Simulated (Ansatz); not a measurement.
# WC (Qusongite) (P-6m2) in Ansatz: equation of state

How stiff is WC (Qusongite) in PBEsol, and what volume does it want? The cell is scaled to several volumes.

Everything below comes from runs of Ansatz 0.2.0. Logs are shortened: lines on timing, memory, paths and dates and some standing lists are left out, and cuts for length are marked.

## 1. The crystal as given

Symmetry: P-6m2, No. 187, hexagonal system. Conventional cell: a = 2.907 Å, b = 2.907 Å, c = 2.837 Å, α = 90.00°, β = 90.00°, γ = 120.00°. W (site symmetry -6m2) is surrounded by 6 C at 2.20 Å. C (site symmetry -6m2) is surrounded by 6 W at 2.20 Å.

## 2. Equation of state, PBEsol

Potentials or basis: all-electron LAPW, scalar-relativistic.

This step only gathers the single runs of the series.

Results:

```yaml
Equilibrium_volume: 10.29 Å³/atom
Bulk_modulus_at_fixed_shape_and_positions: 410 GPa
Pressure_derivative_of_the_bulk_modulus: 4.2
```

Energy against volume, from the lowest point:
```
volume (Å³/atom)  energy (meV/atom)
           9.754              38.04
           9.961              13.12
          10.169               0.87
          10.376               0.00
          10.584               9.39
          10.791              27.99
          10.999              54.89
```

Caveat: the cell was scaled at fixed shape and fractional positions, which overstates the stiffness of a crystal with free parameters, most of all of layers and chains. Spin-orbit coupling is left out, which matters for the levels of W.
